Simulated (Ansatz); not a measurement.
**Computed properties of PbI2 (P-3m1)**

All numbers come from Ansatz. The values are computed, non-magnetic, and not measurements.

Structure: a 3-atom cell of PbI2 started from a crystallographic database, at its r2SCAN+rVV10 minimum. It is trigonal, P-3m1 (No. 164); a = 4.566 Å, c = 7.041 Å in the conventional setting, 42.37 Å³ an atom. Around Pb lie 6 I at 3.24 Å; around I lie 3 Pb at 3.24 Å.

```cif
data_structure
_symmetry_space_group_name_H-M 'P 1'
_symmetry_Int_Tables_number 1
_cell_length_a 4.5657
_cell_length_b 4.5657
_cell_length_c 7.0411
_cell_angle_alpha 90.000
_cell_angle_beta 90.000
_cell_angle_gamma 120.000
_cell_volume 127.11
loop_
_atom_site_label
_atom_site_type_symbol
_atom_site_fract_x
_atom_site_fract_y
_atom_site_fract_z
_atom_site_occupancy
Pb1 Pb 0.00000 0.00000 0.00000 1
I1 I 0.33333 0.66667 0.26678 1
I2 I 0.66667 0.33333 0.73322 1
```

Gaps on the r2SCAN+rVV10 cell, each the least over its mesh and the special points:
```tsv
level	k mesh	gap (eV)	kind	edges	least direct gap (eV)	rough cost
LDA	6×6×4	2.05	direct	A	2.05	6 core-seconds
PBE	6×6×4	2.23	direct	A	2.23	11 core-seconds
PBE+SOC	6×6×4	1.43	direct	A	1.43	40 core-seconds
r2SCAN	6×6×4	2.62	direct	A	2.62	13 core-seconds
HSE06	6×6×4	2.93	direct	A	2.93	8 core-minutes
PBE0	6×6×4	3.57	direct	A	3.57	8 core-minutes
G0W0@PBE (379 empty bands, 120 eV, 6×6×2)	6×6×2	3.15	–	A (mesh)	–	14 core-minutes
```
PBE: smearing of 0.02 eV; the others have fixed occupations.
Wave cutoffs: 420 eV, 500 eV (r2SCAN).
The G0W0 gap is PBE's gap over the path plus the quasiparticle shift read on the mesh. No extrapolation in bands, cutoff or mesh was made for G0W0.
Costs come from shared machines and give only the order; PBE's includes the band path. The runs had 2 threads of Arm Neoverse V2 (shared host).

The HSE06 gap is direct at A: 2.93 eV. Spin-orbit coupling changes the PBE gap by -0.80 eV, to 1.43 eV.

Taking G0W0@PBE (379 empty bands, 120 eV, 6×6×2), 3.15 eV, as the yardstick (a computed one, not at the basis limit), HSE06 comes nearest, -0.22 eV off, at about 40 times r2SCAN's cost; G0W0 itself took about 70 times r2SCAN's cost. The others: PBE0 +0.42, r2SCAN -0.53, PBE -0.92, LDA -1.10 eV. The yardstick's own error is a tenth of an eV or more. r2SCAN covers 56 % of the step from PBE to HSE06. Spin-orbit coupling moves the least or the direct gap by up to 0.80 eV, so it has to be included where a tenth of an eV counts. All these functionals give a gap of the same kind, direct.

r2SCAN (ground state on 6×6×4): The electronic dielectric tensor ε∞ is 6.15 along x and y, 4.68 along z. Born charges, averaged over directions: Pb +3.35, I -1.68 e. PBE (ground state on 6×6×4): The clamped-ion dielectric constant comes out as 6.64 along x and y, 5.00 along z. Born charges, averaged over directions: Pb +3.31, I -1.65 e.

Only the levels marked +SOC include spin-orbit coupling.
